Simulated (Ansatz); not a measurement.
Here is an Ansatz 0.2.0 calculation.

input

```
crystal:
  lattice:
    - [2.714, 0.0, 0.0]
    - [-1.357, 2.3503929459, 0.0]
    - [0.0, 0.0, 4.41]
  atoms:
    - { symbol: Cr, position: [0.6666666667, 0.3333333333, 0.75], spin: 3.0 }
    - { symbol: Cr, position: [0.3333333333, 0.6666666667, 0.25], spin: 3.0 }
hamiltonian:
  xc: r2scanh
  pseudopotentials: { kind: paw }
magnetization:
  spin_polarized: true
kpoints:
  mp_grid: { grid: [6, 6, 3] }
scf:
  occupations: { method: fermi_dirac, width: 0.05 }
output:
  forces: true
  stress: true
  eigenvalues: true
  write_density: true
  write_potential: true
  elf: true
  volumetric_format: npy
```

(1) Predict the absolute moment.

(2) Estimate the site moments.

(3) Estimate the pressure.

Results:

(1) 4.49 μB per cell.

(2) Cr +2.13 μB.

(3) -14.0 GPa.

Caveat: the k mesh is coarse (spacing up to 0.47 Å⁻¹), so the values aren't converged, least of all with exact exchange; the magnetic or orbital state may not be the lowest; the PAW data sets come from PBE, with cores solved anew for the run's functional, which leaves a small shift of forces and pressure; the thresholds are loose for stress.
